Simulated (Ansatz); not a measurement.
# Fe (P6_3/mmc) in Ansatz: a series of runs

One crystal, Fe, is run at these levels: PBE, PBEsol, PBEsol+D3(BJ); tasks: relaxation of cell and atoms.

Program: Ansatz 0.2.0. These are calculated values, not measurements. Logs are shortened: lines on timing, memory, paths and dates and some standing lists are left out, and cuts for length are marked.

## 1. Starting point

Symmetry: P6_3/mmc, No. 194, hexagonal system. The conventional cell has a = 2.434 Å, b = 2.434 Å, c = 3.842 Å, α = 90.00°, β = 90.00°, γ = 120.00°. Fe (site symmetry -6m2) is surrounded by 12 Fe at 2.38 to 2.43 Å.

This isn't the form of Fe at room conditions, which is bcc.

## 2. Relaxation of cell and atoms, PBE, collinear spin, ferromagnetic start

Input file input.yaml:

```yaml
crystal:
  lattice:
    - [2.4341575853, 0.0, 0.0]
    - [-1.2170787927, 2.1080423057, 0.0]
    - [0.0, 0.0, 3.84193447]
  atoms:
    - { symbol: Fe, position: [0.6666666667, 0.3333333333, 0.75], spin: 3.0 }
    - { symbol: Fe, position: [0.3333333333, 0.6666666667, 0.25], spin: 3.0 }
hamiltonian:
  xc: pbe
  pseudopotentials: { kind: paw }
magnetization:
  spin_polarized: true
kpoints:
  mp_grid: { grid: [12, 12, 7] }
scf:
  occupations: { method: fermi_dirac, width: 0.05 }
output:
  forces: true
  stress: true
relax:
  f_tol: 0.01
  max_steps: 40
  cell: { stress_tol: 0.05 }
```

Potentials or basis: Ansatz PAW.

Launch:

```
> ansatz run input.yaml --threads 2 --pin off --max-ram 5632MiB --backend cpu --events-out ev --progress --plain --runs-dir out
```

What it wrote:

```text
Warning: RAYON_NUM_THREADS=2 ignored (pool sized by the plan → 2); use --threads N
Engine: ansatz 0.2.0, x86_64-unknown-linux-gnu
Pseudopotentials: kind: paw
Pseudopotential: Fe, paw, valence charge 16, recommended cutoff 420 eV (normal), Fe.paw.azcp
Functional definition: PBE
  parameter kappa = 0.804
  parameter beta = 0.06672455060314922
  exchange = pbe_x(kappa = kappa, mu = beta*pi^2/3)
  correlation = pbe_c(beta = beta)
Crystal: 2 atoms, lattice volume = 19.714 Å³
Basis set: ecut = 420 eV, 391 PW (Γ), exchange–correlation on 36×36×54 points (8 copies of the dense FFT grid, shifted against one another)
Bands: 23, of which v1, the nominal top of the filled ones, is band 16 counted from 1 (15 counted from 0)
Symmetry: 24 space group operations
Space group: P63/mmc (ITA 194), of the structure as read, at distance tolerance 2.7e-5 Å
Magnetic group: BNS 194.263 (UNI 1493), of the structure as read, at distance tolerance 2.7e-5 Å
k-points: 76 of 1008
Non-local potential: Fe, projectors of the file, l = 0: 3, l = 1: 2, l = 2: 3, l = 3: 1
PAW form: soft (Blöchl's): semilocal exchange-correlation on the pseudo side does not see the compensation charge
PAW one-centre angular grid: Fe, 590 points (default); XC on 64 Gauss nodes
Initial density: superposition of atomic densities (chi_scale 0.1, normalization cell)
Starting moments: Σ|m| = 6 μB on 2 of 2 sites
Initial wavefunctions: pseudopotential atomic-orbital guess
Functional: x = pbe(κ = 0.804, μ = 0.2195149727645171), c = pbe(β = 0.06672455060314922)
SCF iter   1: F=—  HF=-8958.971592 eV  |F-HF|=—  |Δ(HF+E_count)|=         —  Δρ=1.06e-1 (↑1.06e-1 ↓6.19e-2)  dr2=2.99e0  dr2_m=3.15e-1  M=4.752 μB ∫|m|=4.819 μB  β_m=0.30  ethr=3.10e-3  ⟨swp⟩=5.1  Hψ=13277  notcnv=0
Mixer restart at iter 1: flushing history
preconditioner: auto → none  [metal: Δε(μ)=0.006 eV  Ē_g=10.068 eV  σ=0.050 eV  W_gap=0.03  n_scr=2 (ndim 8)  ℏωp=33.5 eV  f_vac=0.000  D(μ)=3.61/eV (n_scr^D=66)  sad-step TF]
SCF iter   2: F=—  HF=-8958.230254 eV  |F-HF|=—  |Δ(HF+E_count)|=   7.41e-1  Δρ=3.82e-2 (↑3.82e-2 ↓2.87e-2)  dr2=3.78e-1  dr2_m=8.89e-2  M=4.842 μB ∫|m|=4.914 μB  β_m=0.38  ethr=3.10e-3  ⟨swp⟩=3.3  Hψ=6814  notcnv=0  defer=225
SCF iter   3: F=—  HF=-8959.047688 eV  |F-HF|=—  |Δ(HF+E_count)|=   8.17e-1  Δρ=1.67e-2 (↑1.35e-2 ↓1.67e-2)  dr2=8.83e-3  dr2_m=3.64e-2  M=4.750 μB ∫|m|=4.837 μB  β_m=0.59  ethr=1.18e-3  ⟨swp⟩=2.1  Hψ=4404  notcnv=0  defer=224
SCF iter   4: F=—  HF=-8963.462622 eV  |F-HF|=—  |Δ(HF+E_count)|=         —  Δρ=3.38e-1 (↑3.38e-1 ↓2.83e-1)  dr2=4.12e-1  dr2_m=1.74e1  M=0.204 μB ∫|m|=0.386 μB  β_m=1.00  ethr=2.76e-5  ⟨swp⟩=3.0  Hψ=7927  notcnv=0  defer=227
Mixer restart at iter 4: flushing history
SCF iter   5: F=—  HF=-8961.908655 eV  |F-HF|=—  |Δ(HF+E_count)|=    1.55e0  Δρ=9.86e-2 (↑7.78e-2 ↓9.86e-2)  dr2=3.68e0  dr2_m=1.99e-2  M=0.186 μB ∫|m|=0.236 μB  β_m=0.59  ethr=1.56e-4  ⟨swp⟩=3.9  Hψ=9834  notcnv=0  defer=132
SCF iter   6: F=—  HF=-8962.454465 eV  |F-HF|=—  |Δ(HF+E_count)|=   5.46e-1  Δρ=1.15e-1 (↑1.15e-1 ↓8.48e-2)  dr2=4.58e0  dr2_m=4.45e-2  M=0.043 μB ∫|m|=0.082 μB  β_m=0.41  ethr=1.56e-4  ⟨swp⟩=4.2  Hψ=11605  notcnv=0  defer=73
SCF iter   7: F=—  HF=-8960.821901 eV  |F-HF|=—  |Δ(HF+E_count)|=    1.63e0  Δρ=2.12e-2 (↑2.12e-2 ↓3.14e-3)  dr2=3.97e-2  dr2_m=2.39e-2  M=0.071 μB ∫|m|=0.103 μB  β_m=0.72  ethr=1.56e-4  ⟨swp⟩=4.0  Hψ=9769  notcnv=0  defer=78
SCF iter   8: F=—  HF=-8960.812178 eV  |F-HF|=—  |Δ(HF+E_count)|=   9.72e-3  Δρ=1.19e-2 (↑1.19e-2 ↓6.30e-3)  dr2=3.33e-3  dr2_m=1.39e-2  M=-0.062 μB ∫|m|=0.086 μB  β_m=0.58  ethr=1.24e-4  ⟨swp⟩=3.2  Hψ=7751  notcnv=0  defer=75
SCF iter   9: F=—  HF=-8960.805359 eV  |F-HF|=—  |Δ(HF+E_count)|=   6.82e-3  Δρ=2.52e-3 (↑2.52e-3 ↓2.02e-3)  dr2=1.26e-4  dr2_m=8.50e-4  M=-0.016 μB ∫|m|=0.022 μB  β_m=0.79  ethr=1.04e-5  ⟨swp⟩=2.5  Hψ=6778  notcnv=0  defer=75
[... 77 lines left out ...]
SCF iter   1: F=—  HF=-8960.827054 eV  |F-HF|=—  |Δ(HF+E_count)|=         —  Δρ=5.69e-5 (↑5.69e-5 ↓5.12e-5)  dr2=1.16e-6  dr2_m=1.58e-7  M=-0.001 μB ∫|m|=0.001 μB  β_m=0.65  ethr=3.58e-9  ⟨swp⟩=2.5  Hψ=16402  notcnv=0
preconditioner: auto → none  [metal: Δε(μ)=0.023 eV  Ē_g=9.378 eV  σ=0.050 eV  W_gap=0.11  n_scr=2 (ndim 8)  ℏωp=32.9 eV  f_vac=0.000  D(μ)=2.51/eV (n_scr^D=34)]
SCF iter   2: F=—  HF=-8960.827054 eV  |F-HF|=—  |Δ(HF+E_count)|=   1.28e-7  Δρ=6.87e-5 (↑4.65e-5 ↓6.87e-5)  dr2=1.39e-6  dr2_m=7.31e-8  M=-0.000 μB ∫|m|=0.000 μB  β_m=0.30  ethr=3.58e-9  ⟨swp⟩=2.0  Hψ=5877  notcnv=0
SCF iter   3: F=—  HF=-8960.827054 eV  |F-HF|=—  |Δ(HF+E_count)|=   4.20e-7  Δρ=2.09e-5 (↑2.09e-5 ↓1.96e-5)  dr2=4.28e-9  dr2_m=7.29e-8  M=-0.000 μB ∫|m|=0.000 μB  β_m=0.61  ethr=3.58e-9  ⟨swp⟩=2.3  Hψ=5179  notcnv=0
SCF iter   4: F=—  HF=-8960.827054 eV  |F-HF|=—  |Δ(HF+E_count)|=   2.54e-7  Δρ=1.61e-5 (↑5.40e-6 ↓1.61e-5)  dr2=2.43e-8  dr2_m=1.89e-8  M=-0.000 μB ∫|m|=0.000 μB  β_m=0.81  ethr=1.34e-11  ⟨swp⟩=2.2  Hψ=6088  notcnv=0
SCF iter   5: F=—  HF=-8960.827054 eV  |F-HF|=—  |Δ(HF+E_count)|=   6.72e-8  Δρ=4.69e-6 (↑1.00e-6 ↓4.69e-6)  dr2=3.01e-9  dr2_m=1.08e-9  M=-0.000 μB ∫|m|=0.000 μB  β_m=0.85  ethr=1.34e-11  ⟨swp⟩=2.0  Hψ=6060  notcnv=0
SCF iter   6: F=-8960.827054 eV  HF=-8960.827054 eV  |F-HF|=1.73e-9  |Δ(HF+E_count)|=   8.85e-9  Δρ=2.19e-6 (↑1.64e-6 ↓2.19e-6)  dr2=2.07e-9  dr2_m=1.53e-11  M=-0.000 μB ∫|m|=0.000 μB  ethr=9.40e-12  ⟨swp⟩=1.8  Hψ=11124  notcnv=0
the starting moments were not kept: the SCF closed with an absolute magnetisation of 8.7e-6 μB, where they sum to 6 μB in size (2 sites). That is at most 0.1 of that sum. Measured as dr2_m measures the in/out step, that magnetisation stands 6.8e-11 eV from none, at or under the dr2_threshold of 1.3e-8 eV: it is no larger than a step whose dr2_m would equal this threshold.
SCF 6 converged in 6 iterations: F = -8960.827054 eV  dr2 = 2.07e-9
relax step   6: F+E_penalty+E_count = -8960.82705428 eV  Δ(F+E_penalty+E_count) = +1.777e-6 eV  max|allowed force component| = 4.048e-17 eV/Å  Δτ_max = 0.0000 Å  P = +0.001 GPa  Ω = 20.393 Å³  energy of the carried Pulay correction = -2.550e-6 eV  (6 SCF iters, dr2 threshold 1.33e-8 eV, accepted)
iter 1 solved again at ethr=5.67e-10 eV; its pass at ethr=3.10e-3 eV (dr2=1.81e-7 eV) is discarded
SCF iter   1: F=—  HF=-8960.827058 eV  |F-HF|=—  |Δ(HF+E_count)|=         —  Δρ=4.01e-6 (↑3.74e-6 ↓4.01e-6)  dr2=8.04e-10  dr2_m=4.73e-11  M=-0.000 μB ∫|m|=0.000 μB  β_m=0.65  ethr=5.67e-10  ⟨swp⟩=4.2  Hψ=26968  notcnv=0
preconditioner: auto → none  [metal: Δε(μ)=0.024 eV  Ē_g=9.378 eV  σ=0.050 eV  W_gap=0.12  n_scr=2 (ndim 8)  ℏωp=32.9 eV  f_vac=0.000  D(μ)=2.51/eV (n_scr^D=34)]
SCF iter   2: F=—  HF=-8960.827058 eV  |F-HF|=—  |Δ(HF+E_count)|=   1.59e-8  Δρ=1.60e-6 (↑1.60e-6 ↓1.34e-6)  dr2=1.97e-10  dr2_m=1.96e-11  M=-0.000 μB ∫|m|=0.000 μB  β_m=0.42  ethr=2.51e-12  ⟨swp⟩=2.1  Hψ=5841  notcnv=0
SCF iter   3: F=—  HF=-8960.827058 eV  |F-HF|=—  |Δ(HF+E_count)|=  5.68e-10  Δρ=1.24e-6 (↑1.09e-6 ↓1.24e-6)  dr2=7.11e-11  dr2_m=1.86e-11  M=-0.000 μB ∫|m|=0.000 μB  β_m=0.50  ethr=1.00e-12  ⟨swp⟩=2.6  Hψ=5737  notcnv=0
SCF iter   4: F=—  HF=-8960.827058 eV  |F-HF|=—  |Δ(HF+E_count)|=   1.41e-9  Δρ=4.99e-7 (↑4.29e-7 ↓4.99e-7)  dr2=1.65e-11  dr2_m=2.37e-12  M=-0.000 μB ∫|m|=0.000 μB  β_m=0.59  ethr=1.00e-12  ⟨swp⟩=1.0  Hψ=3496  notcnv=0
SCF iter   5: F=—  HF=-8960.827058 eV  |F-HF|=—  |Δ(HF+E_count)|=  2.71e-10  Δρ=1.73e-7 (↑8.21e-8 ↓1.73e-7)  dr2=3.19e-12  dr2_m=1.38e-12  M=-0.000 μB ∫|m|=0.000 μB  β_m=0.75  ethr=1.00e-12  ⟨swp⟩=1.0  Hψ=3496  notcnv=0
SCF iter   6: F=-8960.827058 eV  HF=-8960.827058 eV  |F-HF|=3.64e-12  |Δ(HF+E_count)|=  2.00e-11  Δρ=2.44e-8 (↑2.06e-8 ↓2.44e-8)  dr2=2.57e-13  dr2_m=9.64e-16  M=-0.000 μB ∫|m|=0.000 μB  ethr=1.00e-12  ⟨swp⟩=4.0  Hψ=13612  notcnv=0
the starting moments were not kept: the SCF closed with an absolute magnetisation of 6.3e-8 μB, where they sum to 6 μB in size (2 sites). That is at most 0.1 of that sum. Measured as dr2_m measures the in/out step, that magnetisation stands 3.8e-15 eV from none, at or under the dr2_threshold of 2.0e-11 eV: it is no larger than a step whose dr2_m would equal this threshold.
SCF 7 converged in 6 iterations: F = -8960.827058 eV  dr2 = 2.57e-13
relax step   7: F+E_penalty+E_count = -8960.82705794 eV  Δ(F+E_penalty+E_count) = -3.660e-6 eV  max|allowed force component| = 3.469e-17 eV/Å  Δτ_max = 0.0000 Å  P = +0.001 GPa  Ω = 20.393 Å³  stress off target by 1.22e-3 GPa  SCF on the basis re-selected at this cell (its energy is not comparable with the rows above)  (6 SCF iters)
basis re-selected at this cell: Δ(F+E_penalty+E_count) = -3.660e-6 eV, ΔP = +0.000 GPa vs the last step (what re-selecting the basis moved, of the pressure what is left beyond the Pulay correction that the steps carried, after the strain that the cell walked since its last selection, with what the two solves' SCF thresholds leave and, on support functions, any second-order correction that the steps lacked; it is no measure of the basis error at this ecutwfc). This SCF's stress stands 1.22e-3 GPa from its target on what of the cell is left free (relax.cell.stress_tol is 5.00e-2 GPa) and its largest allowed force component is 3.47e-17 eV/Å (relax.f_tol is 1.00e-2 eV/Å): within both
SCF converged after 6 iterations
Magnetization: -0.0000 μB (16.0000 up, 16.0000 down)
Absolute magnetization: 0.0000 μB (∫|ρ↑−ρ↓|, with the PAW one-centre terms)
Spin contamination: 0.0000 ħ² per cell (⟨S²⟩ above its minimum at these occupations)
Per-site moments (μB) at R_I (Å): [(-3.075211585184471e-8, 0.9940896681264139), (-3.0752115511963035e-8, 0.9940896681264139)]
Free energy (F): -8960.827058 eV
Harris-Foulkes:  -8960.827058 eV  (|F-HF|=3.64e-12)
Internal energy: -8960.806643 eV  (E = F + TS)
E sigma→0 (E₀):  -8960.816850 eV
Entropy (-TS):   -0.020415 eV (-10.208 meV/atom)
Fermi energy:    21.104734 eV
--- Per-component energies (eV) ---
  E_band       = -353.206636
  E_kinetic    = 710.519349
  E_local      = -3852.679233  (includes V_loc(G=0)·N_el)
  E_nonlocal   = 426.200395
  E_hartree    = 1630.136698
  E_xc         = -239.099408
  E_vxc        = -308.142750  (∫ρ·V_xc dr)
  E_paw        = -2726.808910  (= ΣΔE_a)
  E_vpaw       = -589.379679  (= ΣTr[D̂ρ^β])
  E_aug_tail   = 0.001845  (compensation charges beyond the density's cutoff)
  E_ewald      = -4909.077379
  E_smearing   = -0.020415  (= −TS)
  E_closure    = 0.000000  (closes the sum)
  Σ components = -8960.827058   (vs F -8960.827058, Δ=0.00e0)
--- Forces (eV/Å), atoms counted from 1 ---
  atom   1  Fe    -0.00000000    -0.00000000     0.00000000
  atom   2  Fe     0.00000000     0.00000000    -0.00000000
  max |Σ_I F_I| component: 4.63e-18 eV/Å
--- Stress (GPa, compression-positive) ---
        0.001221      -0.000000       0.000000
        0.000000       0.001221       0.000000
        0.000000       0.000000       0.000335
  P = ⅓ Tr σ = 0.0009 GPa (0.009 kbar)
--- Relaxed structure (5 steps of the walk, 5 accepted, 2 SCFs on fresh bases) ---
  F+E_penalty+E_count = -8960.82705794 eV   max|allowed force component| = 3.469e-17 eV/Å   (the final SCF, on the basis selected at the relaxed cell)
  cell:  # Å, volume = 20.3935 Å³
    - [2.4588914889263522, 2.9160863597619226e-11, 8.676938619372689e-35]
    - [-1.2294457444884301, 2.129462494544983, -2.4377000700955898e-34]
    - [9.130120903180113e-35, -3.6520483612720453e-34, 3.894768136004377]
  atoms:
    - { symbol: Fe, position: [0.6666666666666669, 0.3333333333333334, 0.75] }
    - { symbol: Fe, position: [0.3333333333333334, 0.666666666666667, 0.24999999999999997] }
```

Wall time 36 s (2 threads of Intel Xeon at 2.50GHz (Skylake/Cascade Lake), shared host); peak memory 0.37 GiB.

What came out:

```yaml
Free_energy: -8960.8271 eV
Relaxed_volume: 10.20 Å³/atom
Relaxed_cell: a = 2.459 Å, b = 2.459 Å, c = 3.895 Å, α = 90.00°, β = 90.00°, γ = 120.00°
Space_group_after_relaxing_to_0.05_Å: P6_3/mmc (No. 194)
Energy_gained_by_relaxing: 11.1 meV/atom
Ionic_steps: 7
Pressure_after_relaxing: 0.0 GPa
Net_moment: 0.00 μB per cell
Absolute_moment: 0.00 μB per cell
```

The path:
```csv
step,energy change (eV),largest force (eV/Å),volume (Å³)
1,0.0000,0.0000,19.71
2,-0.0173,0.0000,20.08
3,-0.0217,0.0000,20.37
4,-0.0217,0.0000,20.39
5,-0.0222,0.0000,20.39
6,-0.0222,0.0000,20.39
7,-0.0222,0.0000,20.39
```

Final structure:
```
Fe
1.0
     2.45889    0.00000    0.00000
    -1.22945    2.12946    0.00000
     0.00000    0.00000    3.89477
Fe
2
Direct
  0.66667 0.33333 0.75000
  0.33333 0.66667 0.25000
```

Caveat: the starting moments collapsed, and a magnetic state may lie lower; the plane-wave basis is chosen anew once the cell has moved, so the energies of steps on either side of that aren't comparable; the starting moments weren't kept.

## 3. Relaxation of cell and atoms, PBEsol, collinear spin, ferromagnetic start

Edit input.yaml of step 2 so:

```diff
@@ -9,3 +9,3 @@
 hamiltonian:
-  xc: pbe
+  xc: pbesol
   pseudopotentials: { kind: paw }
```

Potentials or basis: Ansatz PAW.

Launch:

```
> ansatz run input.yaml --threads 2 --pin off --max-ram 5632MiB --backend cpu --events-out ev --progress --plain --runs-dir out
```

Run time: 22 s. Hardware: 2 threads of Intel Xeon at 2.50GHz (Skylake/Cascade Lake), shared host; peak memory 0.37 GiB.

Results (log left out):

```yaml
Free_energy: -8897.7638 eV
Relaxed_volume: 9.81 Å³/atom
Relaxed_cell: a = 2.427 Å, b = 2.427 Å, c = 3.845 Å, α = 90.00°, β = 90.00°, γ = 120.00°
Space_group_after_relaxing_to_0.05_Å: P6_3/mmc (No. 194)
Energy_gained_by_relaxing: 0.3 meV/atom
Ionic_steps: 4
Pressure_after_relaxing: 0.0 GPa
Net_moment: 0.00 μB per cell
Absolute_moment: 0.00 μB per cell
```

Step by step:
```tsv
step	energy change (eV)	largest force (eV/Å)	volume (Å³)
1	0.0000	0.0000	19.71
2	-0.0006	0.0000	19.66
3	-0.0008	0.0000	19.62
4	-0.0007	0.0000	19.62
```

Final structure:
```
Fe
1.0
     2.42741    0.00000    0.00000
    -1.21370    2.10220    0.00000
     0.00000    0.00000    3.84548
Fe
2
Direct
  0.66667 0.33333 0.75000
  0.33333 0.66667 0.25000
```

Caveat: the starting moments collapsed, and a magnetic state may lie lower; the plane-wave basis is chosen anew once the cell has moved, so the energies of steps on either side of that aren't comparable; the PAW data sets come from PBE, with cores solved anew for the run's functional, which leaves a small shift of forces and pressure; the starting moments weren't kept.

## 4. Relaxation of cell and atoms, PBEsol+D3(BJ), collinear spin, ferromagnetic start

Edit input.yaml of step 3 so:

```diff
@@ -11,2 +11,3 @@
   pseudopotentials: { kind: paw }
+  dispersion: d3bj
 magnetization:
@@ -20,2 +21,6 @@
   stress: true
+  write_density: true
+  write_potential: true
+  elf: true
+  volumetric_format: npy
 relax:
```

Launch:

```
> ansatz run input.yaml --threads 2 --pin off --max-ram 5632MiB --backend cpu --events-out ev --progress --plain --runs-dir out
```

Wall time 31 s (2 threads of Intel Xeon at 2.50GHz (Skylake/Cascade Lake), shared host); peak memory 0.38 GiB.

The run converged. Its results:

* Free energy: -8898.5409 eV
* Relaxed volume: 9.62 Å³/atom
* Relaxed cell: a = 2.411 Å, b = 2.411 Å, c = 3.822 Å, α = 90.00°, β = 90.00°, γ = 120.00°
* Space group after relaxing (to 0.05 Å): P6_3/mmc (No. 194)
* Energy gained by relaxing: 5.9 meV/atom
* Ionic steps: 5
* Pressure after relaxing: 0.0 GPa
* Band gap on the k mesh: none (metal or under the smearing width)
* Net moment: 0.00 μB per cell
* Absolute moment: 0.00 μB per cell

Step by step:
```tsv
step	energy change (eV)	largest force (eV/Å)	volume (Å³)
1	0.0000	0.0000	19.71
2	-0.0098	0.0000	19.45
3	-0.0122	0.0000	19.24
4	-0.0122	0.0000	19.25
5	-0.0119	0.0000	19.25
```

Final structure:
```
CELL_PARAMETERS angstrom
2.41137 0.00000 0.00000
-1.20568 2.08831 0.00000
0.00000 0.00000 3.82208
ATOMIC_POSITIONS crystal
Fe 0.66667 0.33333 0.75000
Fe 0.33333 0.66667 0.25000
```

Levels at points of the mesh, in eV from the Fermi level:
Spin up:
```csv
k point,band 14,band 15,band 16,band 17,band 18,band 19
"(0.00, 0.00, 0.00)",-1.33,-1.33,-0.93,-0.93,0.38,0.77
"(0.00, -0.50, 0.00)",-1.71,-1.21,0.90,1.15,1.18,2.86
```
Spin down:
| k point | band 14 | band 15 | band 16 | band 17 | band 18 | band 19 |
| --- | --- | --- | --- | --- | --- | --- |
| (0.00, 0.00, 0.00) | -1.33 | -1.33 | -0.93 | -0.93 | 0.38 | 0.77 |
| (0.00, -0.50, 0.00) | -1.71 | -1.21 | 0.90 | 1.15 | 1.18 | 2.86 |

Caveat: the starting moments collapsed, and a magnetic state may lie lower; the plane-wave basis is chosen anew once the cell has moved, so the energies of steps on either side of that aren't comparable; pairwise dispersion overbinds metals, which lowers pressure and volume; the PAW data sets come from PBE, with cores solved anew for the run's functional, which leaves a small shift of forces and pressure; the starting moments weren't kept.
